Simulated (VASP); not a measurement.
Input of a VASP 6.6.1 run:

File INCAR:

```
SYSTEM = Lu
AGGAC    = 1.0          
AGGAX    = 1.0          
ALDAC    = 0.0          
ALDAX    = 1.0          
ALGO     = Fast           ! electronic algorithm
EDIFF    = 1E-6           ! SCF threshold, eV
ENCUT    = 520            ! plane-wave cutoff, eV
GGA      = B5             ! functional
ISIF     = 2              ! what is computed and relaxed
ISMEAR   = -1             ! smearing method
LASPH    = .True.         ! aspherical terms in the spheres
LCHARG   = .False.        ! write CHGCAR
LREAL    = .False.        ! projectors in reciprocal space
LWAVE    = .False.        ! write WAVECAR
NBANDS   = 18             ! bands
NELM     = 100            ! most SCF steps
PREC     = Accurate       ! precision mode
SIGMA    = 0.1            ! smearing width, eV
```

File KPOINTS:

```
k-points
0
Gamma
  11 11 11
  0 0 0
```

POSCAR

```
Lu
1.0
    3.2048844647      0.0000000000      0.0000000000
    0.0000000000      3.2048844647      0.0000000000
    0.0000000000      0.0000000000      3.2048844647
Lu
1
Direct
    0.0000000000      0.0000000000      0.0000000000
```

Potentials or basis: VASP PAW PBE potentials, release 64 (Lu).

Run with:

```bash
$ cat potpaw_PBE.64/Lu/POTCAR > POTCAR
$ mpirun -np 1 vasp_std > vasp.out
```

Problem. What does it give for the band gap on the k mesh?

Solution. None (metal or under the smearing width).

Problem. Predict the pressure.

Solution. 1.2 GPa.

Caveat: the PAW data sets were made with another functional, which shifts forces and pressure a little. The run has no spin-orbit coupling, so splittings on Lu are missing.
